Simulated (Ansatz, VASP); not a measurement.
**SiO2: equilibrium volume by level of theory**

```cif
data_structure
_symmetry_space_group_name_H-M 'P4_32_12'
_symmetry_Int_Tables_number 96
_cell_length_a 4.9756
_cell_length_b 4.9756
_cell_length_c 6.9009
_cell_angle_alpha 90.000
_cell_angle_beta 90.000
_cell_angle_gamma 90.000
_cell_volume 170.84
loop_
_atom_site_label
_atom_site_type_symbol
_atom_site_symmetry_multiplicity
_atom_site_Wyckoff_symbol
_atom_site_fract_x
_atom_site_fract_y
_atom_site_fract_z
_atom_site_occupancy
Si1 Si 4 a 0.80325 0.80325 0.50000 1
O1 O 8 b 0.76176 0.11039 0.43204 1
```

The cell comes from a database or a generator and needn't be the stable form of this composition.

| rung | level | program and potentials | cutoff (eV) | k mesh | equilibrium volume (Å³/atom) | notes |
| --- | --- | --- | --- | --- | --- | --- |
| LDA | LDA | Ansatz, Ansatz PAW | 420 | 6 × 6 × 4 | 14.03 | potentials made for PBE, which Ansatz adapts in part |
| LDA | LDA | VASP, LDA PAW files O, Si, 600 eV | 600 | 6 × 6 × 4 | 14.13 | - |
| GGA | PBEsol | Ansatz, Ansatz PAW | 420 | 6 × 6 × 4 | 14.79 | potentials made for PBE, which Ansatz adapts in part |
| meta-GGA | r2SCAN | Ansatz, Ansatz PAW | 500 | 6 × 6 × 4 | 14.31 | potentials made for PBE, which Ansatz adapts in part |

Task: relaxation of cell and atoms. All rows: no spin polarisation. Meshes are those of the run's cell of 12 atoms unless a note names another. Relaxations start from the cell shown or near it and stop with a little pressure left. Runs on faulty files, with rough fits or with known faults for this quantity aren't shown. PBE isn't shown for this crystal. No row holds spin-orbit coupling.

By rung: LDA 14.03 to 14.13; GGA 14.79; meta-GGA 14.31 (Å³/atom).
